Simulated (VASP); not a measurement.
Set up this calculation in VASP 6.6.1, as the native input.

```
Task                   : work function
Functional             : PBEsol
Potentials or basis    : VASP PAW PBE potentials, release 64 (Cd, Se)
Cutoff                 : 520 eV
k mesh                 : 6 × 4 × 1
Occupations            : gaussian, width 0.05 eV
Spin                   : no spin polarisation
Vacuum (Å)             : 10
Dipole correction      : yes
Further INCAR settings : ALGO = Normal; EDIFF = 1e-06
```

The structure of CdSe lies in POSCAR:

```
CdSe
1.0
    4.3000000000      0.0000000000      0.0000000000
    0.0000000000      7.0200000000      0.0000000000
    0.0000000000      0.0000000000     22.4130307866
Cd Se
8 8
Direct
    0.0000000001      0.0000000000      0.2230845104
    0.5000000000      0.5000000000      0.2784676084
    0.5000000001      0.0000000000      0.3892338041
    1.0000000000      0.5000000000      0.4446169021
    0.0000000001      0.0000000000      0.5553830979
    0.5000000000      0.5000000000      0.6107661959
    0.5000000001      0.0000000000      0.7215323916
    1.0000000000      0.5000000000      0.7769154896
    0.0000000001      0.3850000000      0.2230845104
    0.5000000000      0.8850000000      0.2784676084
    0.5000000001      0.3850000000      0.3892338041
    1.0000000000      0.8850000000      0.4446169021
    0.0000000001      0.3850000000      0.5553830979
    0.5000000000      0.8850000000      0.6107661959
    0.5000000001      0.3850000000      0.7215323916
    1.0000000000      0.8850000000      0.7769154896
```

One way to write it, as run:

INCAR

```
SYSTEM = CdSe
PREC = Accurate
ENCUT = 520
EDIFF = 1E-6
ISMEAR = 0
SIGMA = 0.05
LREAL = .False.
LASPH = .True.
NELM = 80
ALGO = Normal
ISIF = 2
LWAVE = .False.
LCHARG = .True.
LDIPOL = .True.
IDIPOL = 3
DIPOL = 0.5 0.5 0.500
GGA = PS
LVHAR = .True.
LVACPOTAV = .True.
KPAR = 8
```

KPOINTS

```
Automatic mesh
0
Gamma
  6 4 1
  0 0 0
```

Potentials or basis: VASP PAW PBE potentials, release 64 (Cd, Se).

Run with:

```console
$ cat potpaw_PBE.64/Cd/POTCAR potpaw_PBE.64/Se/POTCAR > POTCAR
$ mpirun -np 8 vasp_std > vasp.out
```

It gave:

```yaml
Largest_force: 1.312 eV/Å
Band_gap_on_the_k_mesh: 0.48 eV, direct
Ionisation_potential_of_the_upper_face: 5.02 eV
```

Caveat: the PAW data sets were made with another functional, which shifts forces and pressure a little.

Run time: 5.1 min on 8 MPI ranks on Intel(R) Xeon(R) Platinum 8488C (Sapphire Rapids), on a shared host, peak memory 0.88 GiB a rank.
